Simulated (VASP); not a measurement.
# Sr (P6_3/mmc) in VASP: further runs

The runs below take Sr through single point, with PBE.

Program: VASP 6.6.1. These are calculated values, not measurements. Logs are shortened: lines on timing, memory, paths and dates and some standing lists are left out, and cuts for length are marked.

## Step 1: The structure

It takes space group P6_3/mmc (No. 194, hexagonal). The conventional cell has a = 4.310 Å, b = 4.310 Å, c = 7.050 Å, α = 90.00°, β = 90.00°, γ = 120.00°. Around Sr (site symmetry -6m2) lie 12 Sr at 4.31 Å.

This isn't the form of Sr at room conditions, which is fcc.

## Step 2: Single point, PBE

The input, INCAR:

```
SYSTEM = Sr
  ADDGRID = .False.
  ALGO = Normal
  EDIFF = 1E-6
  ENCUT = 400
  GGA = PE
  ISIF = 2
  ISMEAR = 0
  LASPH = .True.
  LCHARG = .False.
  LREAL = .False.
  LWAVE = .False.
  NBANDS = 17
  NELM = 100
  PREC = Accurate
  SIGMA = 0.15
```

The input, KPOINTS:

```
k-points
0
Gamma
  10 10 6
  0 0 0
```

The input, POSCAR:

```
Sr
1.0
    4.3100000000      0.0000000000      0.0000000000
   -2.1550000000      3.7325694903      0.0000000000
    0.0000000000      0.0000000000      7.0500000000
Sr
2
Direct
    0.6432960000      0.3178180000      0.7464440000
    0.3199860000      0.6535770000      0.2508690000
```

Potentials or basis: VASP PAW PBE potentials, release 64 (Sr_sv).

Started as:

```console
cat potpaw_PBE.64/Sr_sv/POTCAR > POTCAR
mpirun -np 1 vasp_std > vasp.out
```

OUTCAR:

```text
SYSTEM = Sr
   EDIFF = 1E-6
   ENCUT = 400
   GGA = PE
   ISIF = 2
   ISMEAR = 0
   LASPH = .True.
   LREAL = .False.
   NELM = 100
   PREC = Accurate

 Found    304 irreducible k-points:

 Following reciprocal coordinates:
            Coordinates               Weight
  0.000000  0.000000  0.000000      1.000000
  0.100000  0.000000  0.000000      2.000000
  0.000000  0.100000  0.000000      2.000000
 -0.100000  0.100000  0.000000      2.000000
  0.200000  0.000000  0.000000      2.000000
  0.000000  0.200000  0.000000      2.000000
   k-points           NKPTS =    304   k-points in BZ     NKDIM =    304   number of bands    NBANDS=     17
   number of dos      NEDOS =    301   number of ions     NIONS =      2
   total plane-waves  NPLWV =  37632
   dimension x,y,z NGX =    28 NGY =   28 NGZ =   48
   dimension x,y,z NGXF=    56 NGYF=   56 NGZF=   96
   ions per type =               2
   NGX,Y,Z   is equivalent  to a cutoff of  10.80, 10.80, 11.32 a.u.
   NGXF,Y,Z  is equivalent  to a cutoff of  21.60, 21.60, 22.64 a.u.
 SYSTEM =  Sr
   PREC   = accura    normal or accurate (medium, high low for compatibility)
   ISTART =      0    job   : 0-new  1-cont  2-samecut
   ICHARG =      2    charge: 1-file 2-atom 10-const
   ISPIN  =      1    spin polarized calculation?
   LNONCOLLINEAR =      F non collinear calculations
   LSORBIT =      F    spin-orbit coupling
   LASPH  =      T    aspherical Exc in radial PAW
   ENCUT  =  400.0 eV  29.40 Ry    5.42 a.u.   7.03  7.03 11.50*2*pi/ulx,y,z
   NELM   =    100;   NELMIN=  2; NELMDL= -5     # of ELM steps
   EDIFF  = 0.1E-05   stopping-criterion for ELM
   LREAL  =      F    real-space projection
   EDIFFG = 0.1E-04   stopping-criterion for IOM
   NSW    =      0    number of steps for IOM
   IBRION =     -1    ionic relax: 0-MD 1-quasi-New 2-CG
   NFREE  =      0    steps in history (QN), initial steepest desc. (CG)
   ISIF   =      2    stress and relaxation
   ISYM   =      2    0-nonsym 1-usesym 2-fastsym
   POTIM  = 0.5000    time-step for ionic-motion
   TEBEG  =    0.0;   TEEND  =   0.0 temperature during run
   PSTRESS=    0.0 pullay stress
   NELECT =      20.0000    total number of electrons
   NUPDOWN=      -1.0000    fix difference up-down
   EMIN   =  10.00;   EMAX   =-10.00  energy-range for DOS
   EFERMI =   0.00;   METHOD = LEGACY
   ISMEAR =     0;   SIGMA  =   0.15  broadening in eV -4-tet -1-fermi 0-gaus
   EFERMI_NEDOS =   21; number of points for ismear=-14 and -15
   IALGO  =     38    algorithm
   IMIX   =      4    mixing-type and parameters
     AMIX     =   0.40;   BMIX     =  1.00
     AMIX_MAG =   1.60;   BMIX_MAG =  1.00
  volume/ion in A,a.u.               =      56.71       382.68
  Fermi-wavevector in a.u.,A,eV,Ry     =   0.918037  1.734838 11.466874  0.842791
  Thomas-Fermi vector in A             =   2.043073
   LORBIT       =      0    0 simple, 1 ext, 2 COOP (PROOUT), +10 PAW based schemes
   GGA     = PE    functional components
   LHFCALC =     F    Hartree Fock is set to
   AEXX    =    0.0000 exact exchange contribution
   IVDW    =     0    specifies the selected vdW correction
   LEPSILON=     F    determine dielectric tensor
   LRPA    =     F    only Hartree local field effects (RPA)
 non-spin polarized calculation
 Gauss-broadening in eV      SIGMA  =   0.15
  energy-cutoff  :      400.00
  volume of cell :      113.42
 maximum number of plane-waves:      2078
   NGX = 15   NGY = 15   NGZ = 23

 number of electron      20.0000000 magnetization

 Free energy of the ion-electron system (eV)
  ---------------------------------------------------
  ext. energy  EPLUGINS =         0.00000000
  ---------------------------------------------------
  free energy    TOTEN  =        -3.27780467 eV

  energy without entropy =       -3.24657110  energy(sigma->0) =       -3.26218789

 E-fermi :   1.5030     XC(G=0):  -7.2585

 val. band max:        1.5024553747   @ k =   0.0000   0.0000   0.0000
 cond. band min:       1.5096259928   @ k =   0.3000   0.4000   0.1667
 fundamental gap:      0.0071706181
 Fermi energy:         1.5030342696

 k-point     1 :       0.0000    0.0000    0.0000
  band No.  band energies     occupation
      1     -35.1941      2.00000
      2     -35.1822      2.00000
      3     -17.2561      2.00000
      4     -17.1128      2.00000
      5     -17.1096      2.00000
      6     -17.0871      2.00000
[... 9 lines left out ...]
     16       4.1594      0.00000
     17       4.6213      0.00000

 k-point     2 :       0.1000    0.0000    0.0000
  band No.  band energies     occupation
      1     -35.1931      2.00000
      2     -35.1817      2.00000
      3     -17.2507      2.00000
      4     -17.1226      2.00000
      5     -17.1166      2.00000
      6     -17.1002      2.00000
[... 9 lines left out ...]
     16       4.2883      0.00000
     17       4.4272      0.00000

 k-point     3 :       0.0000    0.1000    0.0000
  band No.  band energies     occupation
      1     -35.1931      2.00000
      2     -35.1817      2.00000
      3     -17.2505      2.00000
      4     -17.1245      2.00000
      5     -17.1147      2.00000
      6     -17.1004      2.00000
[... 9 lines left out ...]
     16       4.2731      0.00000
     17       4.3930      0.00000

 k-point     4 :      -0.1000    0.1000    0.0000
  band No.  band energies     occupation
      1     -35.1931      2.00000
      2     -35.1817      2.00000
      3     -17.2505      2.00000
      4     -17.1251      2.00000
      5     -17.1141      2.00000
      6     -17.1004      2.00000
[... 9 lines left out ...]
     16       4.2650      0.00000
     17       4.3849      0.00000

 k-point     5 :       0.2000    0.0000    0.0000
  band No.  band energies     occupation
      1     -35.1904      2.00000
      2     -35.1804      2.00000
      3     -17.2356      2.00000
      4     -17.1564      2.00000
      5     -17.1340      2.00000
      6     -17.1268      2.00000
[... 9 lines left out ...]
     16       4.2443      0.00000
     17       4.3171      0.00000

 k-point     6 :       0.0000    0.2000    0.0000
  band No.  band energies     occupation
      1     -35.1904      2.00000
      2     -35.1805      2.00000
      3     -17.2350      2.00000
      4     -17.1579      2.00000
      5     -17.1345      2.00000
      6     -17.1251      2.00000
[... 9 lines left out ...]
     16       4.2531      0.00000
     17       4.3276      0.00000

 [... further k-points ...]

------------------------ aborting loop because EDIFF is reached ----------------------------------------

  FORCE on cell =-STRESS in cart. coord.  units (eV):
  Direction    XX          YY          ZZ          XY          YZ          ZX
  --------------------------------------------------------------------------------------
  -------------------------------------------------------------------------------------
  Total       -0.2617651     -0.2464486     -0.1314096     -0.0315579      0.0003471      0.0016222
  in kB       -3.6978388     -3.4814700     -1.8563655     -0.4458043      0.0049031      0.0229157
  external PRESSURE =      -3.0118914 kB  Pullay stress =       0.0000000 kB

 VOLUME and BASIS-vectors are now :
 -----------------------------------------------------------------------------
  energy-cutoff  :      400.00
  volume of cell :      113.42
      direct lattice vectors                 reciprocal lattice vectors
     4.310000000  0.000000000  0.000000000     0.232018561  0.133955979  0.000000000
    -2.155000000  3.732569490  0.000000000     0.000000000  0.267911958  0.000000000
     0.000000000  0.000000000  7.050000000     0.000000000  0.000000000  0.141843972

 POSITION                                       TOTAL-FORCE (eV/Angst)
 -----------------------------------------------------------------------------------
      2.08771      1.18628      5.26243         0.010665      0.002167      0.040202
     -0.02932      2.43952      1.76863        -0.010665     -0.002167     -0.040202
 -----------------------------------------------------------------------------------
    total drift:                                0.000002     -0.000003     -0.000001

  FREE ENERGIE OF THE ION-ELECTRON SYSTEM (eV)
  ---------------------------------------------------
  free  energy   TOTEN  =        -3.2778046674 eV

  energy  without entropy=       -3.2465711041  energy(sigma->0) =       -3.26218789
```

It took 1.8 min on 1 thread of Intel Xeon 6975P-C (Granite Rapids), shared host; peak memory 0.43 GiB.

These settings aren't checked as converged: the numbers below hold their error.

What came out:

```yaml
Free_energy: -3.2778 eV
Pressure: -0.3 GPa
Largest_force: 0.042 eV/Å
Band_gap_on_the_k_mesh: none (metal or under the smearing width)
```

## Step 3: Single point, PBE

INCAR, as its differences from that of step 2:

```diff
@@ -15,2 +15,2 @@
   PREC = Accurate
-  SIGMA = 0.15
+  SIGMA = 0.4
```

KPOINTS is that of step 2.

The input, POSCAR:

```
Sr
1.0
    4.3100000000      0.0000000000      0.0000000000
   -2.1550000000      3.7325694903      0.0000000000
    0.0000000000      0.0000000000      7.0500000000
Sr
2
Direct
    0.6666666667      0.3333333333      0.7500000000
    0.3333333333      0.6666666667      0.2500000000
```

Potentials or basis: VASP PAW PBE potentials, release 64 (Sr_sv).

Started as:

```console
cat potpaw_PBE.64/Sr_sv/POTCAR > POTCAR
mpirun -np 1 vasp_std > vasp.out
```

Run time: 21 s. Hardware: 1 thread of Intel Xeon 6975P-C (Granite Rapids), shared host; peak memory 0.2 GiB.

The run converged, but some of its settings lie outside the range that counts as converged, so its numbers aren't taken as properties of the crystal.

Results:

```yaml
Free_energy: -3.3744 eV
Pressure: -0.3 GPa
Band_gap_on_the_k_mesh: none (metal or under the smearing width)
```

## Step 4: For comparison

An earlier run on the cell as given: functional PBE; potentials or basis VASP PAW PBE potentials, release 64 (Sr_sv); cutoff 520 eV; k mesh 7 × 7 × 4; occupations fermi-dirac, width 0.05 eV; no spin polarisation.

* Pressure: -0.3 GPa
* Band gap on the k mesh: none (metal or under the smearing width)
